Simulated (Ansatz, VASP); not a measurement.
# Re in VASP and in Ansatz

```
Re
1.0
     0.00000    2.01450    1.97500
     1.97500    0.00000    1.97500
     1.97500    2.01450    0.00000
Re
1
Cartesian
  0.0000 0.0000 0.0000
```

Change from the starting cell: strain +0.0200 x Voigt [0, 1, 0, 0, 0, 0], atoms carried along.

Alike in both runs: task single point; functional PBE; k mesh 20 × 20 × 20; occupations gaussian, width 0.15 eV; no spin polarisation.

|  | VASP | Ansatz |
| --- | --- | --- |
| version | VASP 6.6.1 | Ansatz 0.2.0 |
| potentials or method | VASP PAW PBE potentials, release 64 (Re) | scalar-relativistic, plane waves, PAW |
| plane-wave cutoff (eV) | 520 | 420 |
| valence electrons in the cell | 7 | 15 |

|  | VASP | Ansatz | Ansatz less VASP |
| --- | --- | --- | --- |
| gap on the k mesh at the Fermi level (eV) | none | none | - |
| pressure (GPa) | -15.9 | -15.2 | +0.76 |
| largest component of the traceless stress (GPa) | 3.46 | 3.50 | +0.035 |

A gap of «none» marks a metal or a gap that the smearing closes. The two sets of potentials don't hold the same shells in valence.

Caveats: so large a pressure means that the cell lies far from this level's equilibrium, or that cutoff or potentials fall short (VASP). The runs have no spin-orbit coupling, so splittings on Re are missing.
